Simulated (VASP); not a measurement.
# MgB2 (P6/mmm) in VASP: notebook

One crystal, MgB2, is run at these levels: PBE+D3(BJ); tasks: equation of state.

All numbers are computed with VASP 6.6.1; they aren't measurements. Logs are shortened: lines on timing, memory, paths and dates and some standing lists are left out, and cuts for length are marked.

**1. Starting point**

It takes space group P6/mmm (No. 191, hexagonal). Conventional cell: a = 3.055 Å, b = 3.055 Å, c = 3.440 Å, α = 90.00°, β = 90.00°, γ = 120.00°. Around Mg (site symmetry 6/mmm) lie 12 B at 2.46 Å. B (site symmetry -6m2) has 3 B at 1.76 Å as nearest neighbours.

**2. Equation of state, PBE+D3(BJ), 8.90 Å³/atom (a relaxed cell with its volume scaled by 0.96)**

INCAR reads:

```
SYSTEM = MgB2
PREC = Accurate
ENCUT = 520
EDIFF = 1E-6
ISMEAR = -1
SIGMA = 0.05
LREAL = .FALSE.
LASPH = .TRUE.
NELM = 100
ALGO = Normal
ISIF = 2
LWAVE = .FALSE.
LCHARG = .FALSE.
GGA = PE
IVDW = 12
```

KPOINTS reads:

```
Automatic mesh
0
G
  8 8 8
  0 0 0
```

POSCAR reads:

```
MgB2                                    
1.0
    3.0132379590     -0.0000000000     -0.0000000000
   -1.5066189795      2.6095406202     -0.0000000000
    0.0000000000     -0.0000000000      3.3938490303
  Mg              B             
     1     2
Direct
     0.0000000000000000    0.0000000000000000    0.0000000000000000
     0.6666666667000030    0.3333333332999970    0.5000000000000000
     0.3333333332999970    0.6666666667000030    0.5000000000000000
```

Potentials or basis: VASP PAW PBE potentials, release 64 (Mg, B).

On the command line:

```console
$ cat potpaw_PBE.64/Mg/POTCAR potpaw_PBE.64/B/POTCAR > POTCAR
$ mpirun -np 1 vasp_std > vasp.out
```

OUTCAR:

```text
SYSTEM = MgB2
   PREC = Accurate
   ENCUT = 520
   EDIFF = 1E-6
   ISMEAR = -1
   LREAL = .FALSE.
   LASPH = .TRUE.
   NELM = 100
   ISIF = 2
   GGA = PE
   IVDW = 12
 IVDW          = 12

 ion  position               nearest neighbor table
   1  0.000  0.000  0.000-   2 2.43   3 2.43   2 2.43   3 2.43   2 2.43   2 2.43   3 2.43   3 2.43
                             2 2.43   2 2.43   3 2.43   3 2.43
   2  0.667  0.333  0.500-   3 1.74   3 1.74   3 1.74   1 2.43   1 2.43   1 2.43   1 2.43   1 2.43
                             1 2.43
   3  0.333  0.667  0.500-   2 1.74   2 1.74   2 1.74   1 2.43   1 2.43   1 2.43   1 2.43   1 2.43
                             1 2.43

  LATTYP: Found a hexagonal cell.
 ALAT       =     3.0132379590
 C/A-ratio  =     1.1263129817

  Lattice vectors:

 A1 = (   3.0132379590,   0.0000000000,   0.0000000000)
 A2 = (  -1.5066189795,   2.6095406202,   0.0000000000)
 A3 = (   0.0000000000,   0.0000000000,   3.3938490303)

Analysis of symmetry for initial positions (statically):
=====================================================================
 Subroutine PRICEL returns:
 Original cell was already a primitive cell.

 Routine SETGRP: Setting up the symmetry group for a
 hexagonal supercell.

 Subroutine GETGRP returns: Found 24 space group operations
 (whereof 24 operations were pure point group operations)
 out of a pool of 24 trial point group operations.

The static configuration has the point symmetry D_6h.

Analysis of symmetry for dynamics (positions and initial velocities):
=====================================================================
 Subroutine PRICEL returns:
 Original cell was already a primitive cell.

 Routine SETGRP: Setting up the symmetry group for a
 hexagonal supercell.

 Subroutine GETGRP returns: Found 24 space group operations
 (whereof 24 operations were pure point group operations)
 out of a pool of 24 trial point group operations.

The dynamic configuration has the point symmetry D_6h.

 Subroutine INISYM returns: Found 24 space group operations
 (whereof 24 operations are pure point group operations),
 and found     1 'primitive' translations

----------------------------------------------------------------------------------------

                                     Primitive cell

  volume of cell :      26.6864

  direct lattice vectors                    reciprocal lattice vectors
     3.013237959  0.000000000  0.000000000     0.331868911  0.191604605  0.000000000
    -1.506618980  2.609540620  0.000000000     0.000000000  0.383209210  0.000000000
     0.000000000  0.000000000  3.393849030     0.000000000  0.000000000  0.294650702

  length of vectors
     3.013237959  3.013237959  3.393849030     0.383209210  0.383209210  0.294650702

  position of ions in fractional coordinates (direct lattice)
     0.000000000  0.000000000  0.000000000
     0.666666667  0.333333333  0.500000000
     0.333333333  0.666666667  0.500000000

  ion indices of the primitive-cell ions
   primitive index   ion index
                 1           1
                 2           2
                 3           3

----------------------------------------------------------------------------------------

 KPOINTS: Automatic mesh

Automatic generation of k-mesh.
 Grid dimensions read from file:
 generate k-points for:    8    8    8

 Generating k-lattice:

  Cartesian coordinates                     Fractional coordinates (reciprocal lattice)
     0.041483614  0.023950576  0.000000000     0.125000000  0.000000000  0.000000000
     0.000000000  0.047901151  0.000000000     0.000000000  0.125000000  0.000000000
     0.000000000  0.000000000  0.036831338     0.000000000  0.000000000  0.125000000

  Length of vectors
     0.047901151  0.047901151  0.036831338

  Shift w.r.t. Gamma in fractional coordinates (k-lattice)
     0.000000000  0.000000000  0.000000000

 Subroutine IBZKPT returns following result:
 ===========================================

 Found     50 irreducible k-points:

 Following reciprocal coordinates:
            Coordinates               Weight
  0.000000  0.000000  0.000000      1.000000
  0.125000  0.000000  0.000000      6.000000
  0.250000  0.000000  0.000000      6.000000
  0.375000  0.000000  0.000000      6.000000
  0.500000  0.000000  0.000000      3.000000
  0.125000  0.125000  0.000000      6.000000
[... 16 lines left out ...]
  0.250000  0.000000  0.250000     12.000000
  0.375000  0.000000  0.250000     12.000000
 [... further k-points ...]
   k-points           NKPTS =     50   k-points in BZ     NKDIM =     50   number of bands    NBANDS=      8
   number of dos      NEDOS =    301   number of ions     NIONS =      3
   total plane-waves  NPLWV =  16128
   dimension x,y,z NGX =    24 NGY =   24 NGZ =   28
   dimension x,y,z NGXF=    48 NGYF=   48 NGZF=   56
   ions per type =               1   2
   NGX,Y,Z   is equivalent  to a cutoff of  13.24, 13.24, 13.72 a.u.
   NGXF,Y,Z  is equivalent  to a cutoff of  26.48, 26.48, 27.43 a.u.
 SYSTEM =  MgB2
   PREC   = accura    normal or accurate (medium, high low for compatibility)
   ISTART =      0    job   : 0-new  1-cont  2-samecut
   ICHARG =      2    charge: 1-file 2-atom 10-const
   ISPIN  =      1    spin polarized calculation?
   LNONCOLLINEAR =      F non collinear calculations
   LSORBIT =      F    spin-orbit coupling
   LASPH  =      T    aspherical Exc in radial PAW
   ENCUT  =  520.0 eV  38.22 Ry    6.18 a.u.   5.60  5.60  6.31*2*pi/ulx,y,z
   NELM   =    100;   NELMIN=  2; NELMDL= -5     # of ELM steps
   EDIFF  = 0.1E-05   stopping-criterion for ELM
   LREAL  =      F    real-space projection
   EDIFFG = 0.1E-04   stopping-criterion for IOM
   NSW    =      0    number of steps for IOM
   IBRION =     -1    ionic relax: 0-MD 1-quasi-New 2-CG
   NFREE  =      0    steps in history (QN), initial steepest desc. (CG)
   ISIF   =      2    stress and relaxation
   ISYM   =      2    0-nonsym 1-usesym 2-fastsym
   POTIM  = 0.5000    time-step for ionic-motion
   TEBEG  =    0.0;   TEEND  =   0.0 temperature during run
   PSTRESS=    0.0 pullay stress
   NELECT =       8.0000    total number of electrons
   NUPDOWN=      -1.0000    fix difference up-down
   EMIN   =  10.00;   EMAX   =-10.00  energy-range for DOS
   EFERMI =   0.00;   METHOD = LEGACY
   ISMEAR =    -1;   SIGMA  =   0.05  broadening in eV -4-tet -1-fermi 0-gaus
   EFERMI_NEDOS =   21; number of points for ismear=-14 and -15
   IALGO  =     38    algorithm
   IMIX   =      4    mixing-type and parameters
     AMIX     =   0.40;   BMIX     =  1.00
     AMIX_MAG =   1.60;   BMIX_MAG =  1.00
  volume/ion in A,a.u.               =       8.90        60.03
  Fermi-wavevector in a.u.,A,eV,Ry     =   1.095658  2.070492 16.333323  1.200465
  Thomas-Fermi vector in A             =   2.231985
   LORBIT       =      0    0 simple, 1 ext, 2 COOP (PROOUT), +10 PAW based schemes
   GGA     = PE    functional components
   LHFCALC =     F    Hartree Fock is set to
   AEXX    =    0.0000 exact exchange contribution
   IVDW    =    12    specifies the selected vdW correction
   LEPSILON=     F    determine dielectric tensor
   LRPA    =     F    only Hartree local field effects (RPA)
 non-spin polarized calculation
  energy-cutoff  :      520.00
  volume of cell :       26.69
 maximum number of plane-waves:       735
 NGX is ok and might be reduce to    24
   NGX = 11   NGY = 11   NGZ = 13

 number of electron       8.0000000 magnetization

 Free energy of the ion-electron system (eV)
  ---------------------------------------------------
  ext. energy  EPLUGINS =         0.00000000
  ---------------------------------------------------
  free energy    TOTEN  =       -15.24797866 eV

  energy without entropy =      -15.24340440  energy(sigma->0) =      -15.24569153

 E-fermi :   5.8962     XC(G=0): -11.2514

 val. band max:        5.8040725285   @ k =   0.1250   0.0000   0.2500
 cond. band min:       5.9519324673   @ k =   0.1250   0.0000   0.3750
 fundamental gap:      0.1478599388
 Fermi energy:         5.8962237324

 k-point     1 :       0.0000    0.0000    0.0000
  band No.  band energies     occupation
      1      -7.0477      2.00000
      2       2.9185      2.00000
      3       6.2214      0.00299
      4       6.2214      0.00299
      5       7.9656      0.00000
      6      12.4026      0.00000
      7      12.4026      0.00000
      8      14.6397      0.00000

 k-point     2 :       0.1250    0.0000    0.0000
  band No.  band energies     occupation
      1      -6.7649      2.00000
      2       3.1908      2.00000
      3       4.9131      2.00000
      4       5.6099      1.99350
      5       8.1934      0.00000
      6      12.2600      0.00000
      7      13.5940      0.00000
      8      15.1747      0.00000

 k-point     3 :       0.2500    0.0000    0.0000
  band No.  band energies     occupation
      1      -5.9241      2.00000
      2       2.3381      2.00000
      3       3.9915      2.00000
      4       4.5703      2.00000
      5       8.8655      0.00000
      6      11.6630      0.00000
      7      13.1402      0.00000
      8      15.7572      0.00000

 k-point     4 :       0.3750    0.0000    0.0000
  band No.  band energies     occupation
      1      -4.5516      2.00000
      2      -0.2896      2.00000
      3       3.8154      2.00000
      4       5.2196      2.00000
      5       9.6228      0.00000
      6      10.6340      0.00000
      7      11.4374      0.00000
      8      14.8330      0.00000

 k-point     5 :       0.5000    0.0000    0.0000
  band No.  band energies     occupation
      1      -2.9551      2.00000
      2      -2.3275      2.00000
      3       3.5499      2.00000
      4       6.1474      0.01308
      5       9.2339      0.00000
      6       9.8487      0.00000
      7      11.8048      0.00000
      8      13.9175      0.00000

 k-point     6 :       0.1250    0.1250    0.0000
  band No.  band energies     occupation
      1      -6.2031      2.00000
      2       3.4135      2.00000
      3       3.7290      2.00000
      4       4.2816      2.00000
      5       8.7524      0.00000
      6      12.9051      0.00000
      7      13.6692      0.00000
      8      13.8821      0.00000

 k-point     7 :       0.2500    0.1250    0.0000
  band No.  band energies     occupation
      1      -5.0960      2.00000
      2       1.0975      2.00000
      3       3.0553      2.00000
      4       4.7660      2.00000
      5       9.7599      0.00000
      6      11.6043      0.00000
      7      12.4795      0.00000
      8      14.7768      0.00000
[... 133 lines left out ...]
 k-point    20 :       0.3750    0.2500    0.1250
  band No.  band energies     occupation
      1      -2.1024      2.00000
      2      -1.5198      2.00000
      3       0.5124      2.00000
      4       6.2244      0.00282
      5       7.5655      0.00000
      6      13.4072      0.00000
      7      13.5940      0.00000
      8      13.7760      0.00000

 k-point    21 :       0.0000    0.0000    0.2500
  band No.  band energies     occupation
      1      -6.4850      2.00000
      2       0.1658      2.00000
      3       6.4339      0.00004
      4       6.4339      0.00004
      5      12.0583      0.00000
      6      12.5494      0.00000
      7      12.5494      0.00000
      8      14.3822      0.00000

 k-point    22 :       0.1250    0.0000    0.2500
  band No.  band energies     occupation
      1      -6.2103      2.00000
      2       0.4612      2.00000
      3       5.1751      2.00000
      4       5.8041      1.72661
      5      11.8223      0.00000
      6      12.8979      0.00000
      7      13.3902      0.00000
      8      13.7627      0.00000

 k-point    23 :       0.2500    0.0000    0.2500
  band No.  band energies     occupation
      1      -5.3934      2.00000
      2       1.3241      2.00000
      3       2.6822      2.00000
      4       4.7409      2.00000
      5      10.4231      0.00000
      6      11.8054      0.00000
      7      13.5346      0.00000
      8      16.5099      0.00000

 k-point    24 :       0.3750    0.0000    0.2500
  band No.  band energies     occupation
      1      -4.0585      2.00000
      2       0.0956      2.00000
      3       2.7070      2.00000
      4       3.9719      2.00000
      5       7.8412      0.00000
      6      11.3320      0.00000
      7      14.5279      0.00000
      8      17.0756      0.00000

 [... further k-points ...]

------------------------ aborting loop because EDIFF is reached ----------------------------------------

 Edisp (eV)   -0.92323

 E8    (eV) :    -0.3572

  FORCE on cell =-STRESS in cart. coord.  units (eV):
  Direction    XX          YY          ZZ          XY          YZ          ZX
  --------------------------------------------------------------------------------------
  -------------------------------------------------------------------------------------
  Total       1.36586     1.36586     0.86700    -0.00000     0.00000     0.00000
  in kB      82.00225    82.00225    52.05238    -0.00000     0.00000     0.00000
  external pressure =       72.02 kB  Pullay stress =        0.00 kB

 VOLUME and BASIS-vectors are now :
 -----------------------------------------------------------------------------
  energy-cutoff  :      520.00
  volume of cell :       26.69
      direct lattice vectors                 reciprocal lattice vectors
     3.013237959  0.000000000  0.000000000     0.331868911  0.191604605  0.000000000
    -1.506618980  2.609540620  0.000000000     0.000000000  0.383209210  0.000000000
     0.000000000  0.000000000  3.393849030     0.000000000  0.000000000  0.294650702

 POSITION                                       TOTAL-FORCE (eV/Angst)
 -----------------------------------------------------------------------------------
      0.00000      0.00000      0.00000        -0.000000      0.000000      0.000000
      1.50662      0.86985      1.69692         0.000000     -0.000000      0.000000
     -0.00000      1.73969      1.69692        -0.000000      0.000000     -0.000000
 -----------------------------------------------------------------------------------
    total drift:                                0.000000     -0.000000      0.000000

  FREE ENERGIE OF THE ION-ELECTRON SYSTEM (eV)
  ---------------------------------------------------
  free  energy   TOTEN  =       -16.1712042624 eV

  energy  without entropy=      -16.1666299975  energy(sigma->0) =      -16.16891713
```

Wall time 7.7 s (1 thread of Intel Xeon Platinum 8488C (Sapphire Rapids), shared host); peak memory 0.15 GiB.

What came out:

* Free energy: -16.1712 eV
* Pressure: 7.2 GPa
* Band gap on the k mesh: none (metal or under the smearing width)
* Dispersion energy per atom: -0.308 eV

Caveat: pairwise dispersion overbinds metals, which lowers pressure and volume.

**3. Equation of state, PBE+D3(BJ), 9.08 Å³/atom (a relaxed cell with its volume scaled by 0.98)**

INCAR is that of step 2.

KPOINTS is that of step 2.

POSCAR reads:

```
MgB2                                    
1.0
    3.0340195672     -0.0000000000     -0.0000000000
   -1.5170097836      2.6275380208     -0.0000000000
    0.0000000000     -0.0000000000      3.4172556254
  Mg              B             
     1     2
Direct
     0.0000000000000000    0.0000000000000000    0.0000000000000000
     0.6666666667000030    0.3333333332999970    0.5000000000000000
     0.3333333332999970    0.6666666667000030    0.5000000000000000
```

Potentials or basis: VASP PAW PBE potentials, release 64 (Mg, B).

On the command line:

```console
$ cat potpaw_PBE.64/Mg/POTCAR potpaw_PBE.64/B/POTCAR > POTCAR
$ mpirun -np 1 vasp_std > vasp.out
```

Wall time 9.3 s (1 thread of Intel Xeon Platinum 8488C (Sapphire Rapids), shared host); peak memory 0.16 GiB.

The run converged. Its results:

| Quantity | Value |
| --- | --- |
| Free energy | -16.1898 eV |
| Pressure | 3.5 GPa |
| Band gap on the k mesh | none (metal or under the smearing width) |
| Dispersion energy per atom | -0.301 eV |

Caveat: pairwise dispersion overbinds metals, which lowers pressure and volume.

**4. Equation of state, PBE+D3(BJ), 9.27 Å³/atom**

INCAR is that of step 3.

KPOINTS is that of step 3.

POSCAR reads:

```
MgB2                                    
1.0
    3.0545203213     -0.0000000000     -0.0000000000
   -1.5272601606      2.6452921946     -0.0000000000
    0.0000000000     -0.0000000000      3.4403458908
  Mg              B             
     1     2
Direct
     0.0000000000000000    0.0000000000000000    0.0000000000000000
     0.6666666667000030    0.3333333332999970    0.5000000000000000
     0.3333333332999970    0.6666666667000030    0.5000000000000000
```

On the command line:

```console
$ cat potpaw_PBE.64/Mg/POTCAR potpaw_PBE.64/B/POTCAR > POTCAR
$ mpirun -np 1 vasp_std > vasp.out
```

It took 7.2 s on 1 thread of Intel Xeon Platinum 8488C (Sapphire Rapids), shared host; peak memory 0.16 GiB.

It converged, with:

```
Free energy                : -16.1960 eV
Pressure                   : 0.0 GPa
Band gap on the k mesh     : none (metal or under the smearing width)
Dispersion energy per atom : -0.295 eV
```

Caveat: pairwise dispersion overbinds metals, which lowers pressure and volume.

**5. Equation of state, PBE+D3(BJ), 9.45 Å³/atom (a relaxed cell with its volume scaled by 1.02)**

INCAR is that of step 4.

KPOINTS is that of step 4.

POSCAR reads:

```
MgB2                                    
1.0
    3.0747495222     -0.0000000000     -0.0000000000
   -1.5373747611      2.6628111965     -0.0000000000
    0.0000000000     -0.0000000000      3.4631303024
  Mg              B             
     1     2
Direct
     0.0000000000000000    0.0000000000000000    0.0000000000000000
     0.6666666667000030    0.3333333332999970    0.5000000000000000
     0.3333333332999970    0.6666666667000030    0.5000000000000000
```

On the command line:

```console
$ cat potpaw_PBE.64/Mg/POTCAR potpaw_PBE.64/B/POTCAR > POTCAR
$ mpirun -np 1 vasp_std > vasp.out
```

It took 7.5 s on 1 thread of Intel Xeon Platinum 8488C (Sapphire Rapids), shared host; peak memory 0.15 GiB.

It converged, with:

```
Free energy                : -16.1909 eV
Pressure                   : -3.1 GPa
Band gap on the k mesh     : none (metal or under the smearing width)
Dispersion energy per atom : -0.289 eV
```

Caveat: pairwise dispersion overbinds metals, which lowers pressure and volume.

**6. Equation of state, PBE+D3(BJ), 9.64 Å³/atom (a relaxed cell with its volume scaled by 1.04)**

INCAR is that of step 5.

KPOINTS is that of step 5.

POSCAR reads:

```
MgB2                                    
1.0
    3.0947159876     -0.0000000000     -0.0000000000
   -1.5473579938      2.6801026628     -0.0000000000
    0.0000000000     -0.0000000000      3.4856187917
  Mg              B             
     1     2
Direct
     0.0000000000000000    0.0000000000000000    0.0000000000000000
     0.6666666667000030    0.3333333332999970    0.5000000000000000
     0.3333333332999970    0.6666666667000030    0.5000000000000000
```

Potentials or basis: VASP PAW PBE potentials, release 64 (Mg, B).

On the command line:

```console
$ cat potpaw_PBE.64/Mg/POTCAR potpaw_PBE.64/B/POTCAR > POTCAR
$ mpirun -np 1 vasp_std > vasp.out
```

It took 8.5 s on 1 thread of Intel Xeon Platinum 8488C (Sapphire Rapids), shared host; peak memory 0.15 GiB.

Results (log left out):

| Item | Value |
| --- | --- |
| Free energy | -16.1754 eV |
| Pressure | -5.9 GPa |
| Band gap on the k mesh | none (metal or under the smearing width) |
| Dispersion energy per atom | -0.284 eV |

Caveat: pairwise dispersion overbinds metals, which lowers pressure and volume.

**7. Equation of state, PBE+D3(BJ)**

Potentials or basis: VASP PAW PBE potentials, release 64 (Mg, B).

This step only gathers the single runs of the series.

Results:

- Equilibrium volume: 9.27 Å³/atom
- Bulk modulus at fixed shape and positions: 163 GPa
- Pressure derivative of the bulk modulus: 3.6 (rough: it moves with the points fitted)

Energy against volume, from the lowest point:
```csv
volume (Å³/atom),energy (meV/atom)
8.895,8.27
9.081,2.07
9.266,0.00
9.451,1.71
9.637,6.85
```

Caveat: the cell was scaled at fixed shape and fractional positions, which overstates the stiffness of a crystal with free parameters, most of all of layers and chains.
